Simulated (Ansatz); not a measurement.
Input for Ansatz (plane-wave DFT, PAW):

```yaml
crystal:
  lattice:
    - [0.0, 2.936588317, 2.936588317]
    - [2.936588317, 0.0, 2.936588317]
    - [2.936588317, 2.936588317, 0.0]
  atoms:
    - { symbol: Ga, position: [0.0, 0.0, 0.0] }
    - { symbol: As, position: [0.75, 0.75, 0.75] }
basis:
  ecutwfc: 500
kpoints:
  mp_grid: { grid: [12, 12, 12] }
hamiltonian:
  xc: r2scan
scf:
  occupations: { method: gaussian, width: 0.05 }
output:
  forces: true
  stress: true
  eigenvalues: true
```

Run as
```bash
ansatz run input.yaml --threads 1 --pin off --max-ram 1331MiB --backend cpu --events-out ev --progress --plain --runs-dir out
```

Computed with DFT r2SCAN, scalar-relativistic, plane waves, PAW (Ansatz 0.2.0).

Abridged output (iterations and final results):

```
SCF iter   1: F=—  HF=-8655.646766 eV  |F-HF|=—  |Δ(HF+E_count)|=         —  Δρ=7.55e-3  dr2=1.08e-2  dr2_τ=2.83e-3  ethr=1.77e-3  ⟨swp⟩=5.7  Hψ=6333  notcnv=0
SCF iter   2: F=—  HF=-8655.650571 eV  |F-HF|=—  |Δ(HF+E_count)|=   3.80e-3  Δρ=1.60e-3  dr2=1.50e-3  dr2_τ=3.23e-5  ethr=3.84e-5  ⟨swp⟩=2.0  Hψ=3168  notcnv=0
SCF iter   3: F=—  HF=-8655.650272 eV  |F-HF|=—  |Δ(HF+E_count)|=   2.99e-4  Δρ=1.45e-3  dr2=4.11e-4  dr2_τ=4.03e-6  ethr=5.36e-6  ⟨swp⟩=2.0  Hψ=1944  notcnv=0
SCF iter   4: F=—  HF=-8655.650427 eV  |F-HF|=—  |Δ(HF+E_count)|=   1.55e-4  Δρ=4.04e-4  dr2=4.90e-5  dr2_τ=5.59e-7  ethr=1.47e-6  ⟨swp⟩=3.0  Hψ=2400  notcnv=0
SCF iter   5: F=—  HF=-8655.650421 eV  |F-HF|=—  |Δ(HF+E_count)|=   6.13e-6  Δρ=5.58e-5  dr2=9.14e-7  dr2_τ=1.61e-8  ethr=1.75e-7  ⟨swp⟩=2.0  Hψ=2304  notcnv=0
SCF iter   6: F=-8655.650421 eV  HF=-8655.650421 eV  |F-HF|=4.67e-9  |Δ(HF+E_count)|=   1.24e-7  Δρ=1.15e-5  dr2=5.30e-8  dr2_τ=1.05e-9  ethr=3.57e-10  ⟨swp⟩=6.0  Hψ=6033  notcnv=0
SCF 1 converged in 6 iterations: F = -8655.650421 eV  dr2 = 5.30e-8
SCF converged after 6 iterations
Free energy (F): -8655.650421 eV
Harris-Foulkes:  -8655.650421 eV  (|F-HF|=4.67e-9)
Internal energy: -8655.650411 eV  (E = F + TS)
E sigma→0 (E₀):  -8655.650416 eV
Entropy (-TS):   -0.000010 eV (-0.005 meV/atom)
Fermi energy:    6.542605 eV
--- Per-component energies (eV) ---
  E_band       = -366.927386
  E_kinetic    = 215.586778
  E_local      = -4083.039061  (includes V_loc(G=0)·N_el)
  E_nonlocal   = -242.834543
  E_hartree    = 2041.982791
  E_xc         = -134.977923
  E_vxc        = -141.675363  (∫ρ·V_xc dr)
  E_paw        = -3852.379765  (= ΣΔE_a)
  E_vpaw       = -206.399933  (= ΣTr[D̂ρ^β])
  E_aug_tail   = -0.000054  (compensation charges beyond the density's cutoff)
  E_vtau       = 7.476797  (kinetic-family band-sum trace: ∫τ·v_τ [+ j·A + Jᵃ·Aᵃ] dr)
  E_ewald      = -2597.878156
  E_core_change = -2.110478  (= ΣΔE_core)
  E_smearing   = -0.000010  (= −TS)
--- Forces (eV/Å), atoms counted from 1 ---
  atom   1  Ga     0.00000000     0.00000000     0.00000000
  atom   2  As     0.00000000     0.00000000     0.00000000
--- Stress (GPa, compression-positive) ---
       -6.041303       0.000000       0.000000
        0.000000      -6.041303       0.000000
        0.000000       0.000000      -6.041303
  P = ⅓ Tr σ = -6.0413 GPa (-60.413 kbar)
--- Band table (eV; the first three rows and the last of 72) ---
  k-point 0: bands = ["-29.2225", "-29.2225", "-29.2225", "-29.2138", "-29.2138", "-8.6108", "-8.6108", "-8.6108", "-8.5480", "-8.5480", "-5.9555", "6.4691", "6.4691", "6.4691", "6.5987", "10.4722", "10.4722", "10.4722"]
  k-point 1: bands = ["-29.2225", "-29.2224", "-29.2224", "-29.2138", "-29.2138", "-8.6149", "-8.6096", "-8.6096", "-8.5480", "-8.5480", "-5.8828", "5.1913", "6.3725", "6.3725", "7.5785", "10.5850", "10.6227", "10.6227"]
  k-point 2: bands = ["-29.2224", "-29.2223", "-29.2223", "-29.2137", "-29.2137", "-8.6256", "-8.6065", "-8.6065", "-8.5480", "-8.5480", "-5.6715", "3.7992", "6.1399", "6.1399", "7.9817", "10.9699", "10.9699", "11.2143"]
  k-point 71: bands = ["-29.2223", "-29.2220", "-29.2212", "-29.2139", "-29.2134", "-8.6820", "-8.5877", "-8.5777", "-8.5554", "-8.5447", "-3.7769", "0.1480", "3.3423", "3.5428", "10.9379", "11.4558", "11.9923", "12.8818"]
```

The run converged.